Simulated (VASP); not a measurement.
Runs of VASP 6.6.1 on Cs2AgBiBr6. Symmetry: Fm-3m, No. 225, cubic system. Conventional cell: a = 11.232 Å, b = 11.232 Å, c = 11.232 Å, α = 90.00°, β = 90.00°, γ = 90.00°. Bi (site symmetry m-3m) is surrounded by 6 Br at 2.81 Å. Cs (site symmetry -43m) is surrounded by 12 Br at 3.97 Å. Around Ag (site symmetry m-3m) lie 6 Br at 2.80 Å. Around Br (site symmetry 4mm) lie 1 Ag at 2.80 Å and 1 Bi at 2.81 Å. 

```csv
cell,target pressure,gap on the mesh (eV),pressure (GPa),largest force (eV/Å)
relaxed to 5 GPa,5 GPa,(a),5.0,0.01
relaxed to 20 GPa,20 GPa,1.59,20.0,-
relaxed to 10 GPa,10 GPa,1.72,10.0,0.01
relaxed,-,1.90,0.0,-
relaxed to 2 GPa,2 GPa,(b),2.0,-
```

Alike in all rows: task relaxation of cell and atoms; level PBE; potentials or basis VASP PAW PBE potentials, release 64 (Bi_d, Cs_sv, Ag, Br); no spin polarisation; k mesh 3 × 3 × 3; cutoff (eV) 600; smearing fermi-dirac 0.05 eV.

**Question.** Fill in the values left out.

**Answer.** (a) 1.79; (b) 1.85.

Caveats: spin-orbit coupling is left out, which as a rule narrows the gap of such compounds by several tenths of an eV; an odd mesh through Γ misses points on the zone boundary, where band edges often lie; the cell is relaxed towards a set pressure, so the enthalpy falls and the energy may rise (some runs).

A k mesh can miss the band edges, and the runs leave out spin-orbit coupling on Ag, Bi, Br, Cs.
